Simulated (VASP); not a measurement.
PbSe (Clausthalite), 2 atoms in the cell. Symmetry: Fm-3m, No. 225, cubic system. The conventional cell has a = 6.121 Å, b = 6.121 Å, c = 6.121 Å, α = 90.00°, β = 90.00°, γ = 90.00°. Pb (site symmetry m-3m) has 6 Se at 3.06 Å as nearest neighbours. Se (site symmetry m-3m) is surrounded by 6 Pb at 3.06 Å. 

* Program: VASP 6.6.1
* Task: band structure
* Functional: r2SCAN
* Potentials or basis: VASP PAW PBE potentials, release 64 (Pb_d, Se)
* Cutoff: 520 eV
* k mesh: 6 × 6 × 6
* Occupations: gaussian, width 0.02 eV
* Spin: spin-orbit coupling, no magnetisation
* Ladder: free
* Further INCAR settings: ALGO = Normal; EDIFF = 1e-06

Potentials or basis: VASP PAW PBE potentials, release 64 (Pb_d, Se).

Command:

```bash
$ cat potpaw_PBE.64/Pb_d/POTCAR potpaw_PBE.64/Se/POTCAR > POTCAR
$ mpirun -np 2 vasp_ncl > vasp.out
```

Hardware: 2 MPI ranks on AMD EPYC 9R45 (Zen 5), on a shared host.

Q: Estimate the wall time of this run.

A: It took 11 min on 2 MPI ranks on AMD EPYC 9R45 (Zen 5), with other jobs on the host, peak memory 0.37 GiB a rank. Counts: scf iterations 135, k points 16.
